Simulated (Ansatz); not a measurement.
Geometry optimisation in Ansatz: input, command and trajectory.

```yaml
crystal:
  lattice:
    - [1.9663945892, 1.9663945892, 0.0]
    - [-1.9663945892, 1.9663945892, 0.0]
    - [0.0, 0.0, 4.0286134833]
  atoms:
    - { symbol: Al, position: [0.0, 0.0, 0.0] }
    - { symbol: Al, position: [0.5, 0.5, 0.5] }
basis:
  ecutwfc: 500
kpoints:
  mp_grid: { grid: [18, 18, 14] }
hamiltonian:
  xc: r2scan
scf:
  occupations: { method: gaussian, width: 0.1 }
output:
  forces: true
  stress: true
  eigenvalues: true
relax:
  adjacent_minimum: "off"
  f_tol: 0.008
  max_steps: 40
  cell: { stress_tol: 0.015, fix: [a, b, gamma] }
```

```bash
ansatz run input.yaml --threads 1 --pin off --max-ram 2560MiB --backend cpu --events-out ev --progress --plain --runs-dir out
```

These are results of DFT r2SCAN, scalar-relativistic, plane waves, PAW in Ansatz, not measurements.

Of 4 frames 3 are shown, positions in Å and forces in eV/Å; the SCF threshold varies from step to step. Steps run on the plane waves of an earlier cell, with a Pulay correction in the pressure. The basis is chosen afresh for the last frame, the zero of the energies, and at times for earlier ones too; energy and pressure step there, also at an unchanged geometry.

```xyz
2
Lattice="1.9664 1.9664 0.0000 -1.9664 1.9664 0.0000 0.0000 0.0000 4.0286" Properties=species:S:1:pos:R:3:forces:R:3 pbc="T T T" step=1 free_energy_over_end_meV_per_atom=0.08 pressure_GPa=2.13
Al    0.0000    0.0000    0.0000    0.0000    0.0000    0.0000
Al    0.0000    1.9664    2.0143    0.0000    0.0000    0.0000
2
Lattice="1.9664 1.9664 0.0000 -1.9664 1.9664 0.0000 0.0000 0.0000 4.0422" Properties=species:S:1:pos:R:3:forces:R:3 pbc="T T T" step=2 free_energy_over_end_meV_per_atom=0.00 pressure_GPa=1.79
Al    0.0000    0.0000    0.0000    0.0000    0.0000    0.0000
Al    0.0000    1.9664    2.0211    0.0000    0.0000    0.0000
2
Lattice="1.9664 1.9664 0.0000 -1.9664 1.9664 0.0000 0.0000 0.0000 4.0407" Properties=species:S:1:pos:R:3:forces:R:3 pbc="T T T" step=4 free_energy_over_end_meV_per_atom=0.00 pressure_GPa=1.83
Al    0.0000    0.0000    0.0000    0.0000    0.0000    0.0000
Al    0.0000    1.9664    2.0204    0.0000    0.0000    0.0000
```

Time: 60 s on 1 thread of Arm Neoverse V1 (shared host), peak memory 0.51 GiB.